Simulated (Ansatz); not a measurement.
## A computed series for ZnTe: response to strain

Start from ZnTe in the zinc blende structure (space group F-43m, No. 216; a = 6.066 Å). Axes: x, y, z lie along the cube axes.

Strains are applied to the cell and any free atomic positions relax; under biaxial strain the out-of-plane vector relaxes too.

Computed with PBEsol (Ansatz, an electronic-structure program; PAW; 420 eV plane waves; no spin-orbit coupling).

Candidates:
(a) biaxial strain −2.35 %, plane normal [111], relaxed out of plane
(b) biaxial strain −2.46 %, plane normal [111], relaxed out of plane
(c) isotropic strain −2.62 %

Notes on the quantities. energy relative to the base: free energy F.

Question: Order them by energy relative to the base, lowest first.

Answer: (a) biaxial strain −2.35 %, plane normal [111], relaxed out of plane (+11 meV/atom), (b) biaxial strain −2.46 %, plane normal [111], relaxed out of plane (+12 meV/atom), (c) isotropic strain −2.62 % (+30 meV/atom)

No phonon test of stability was made.
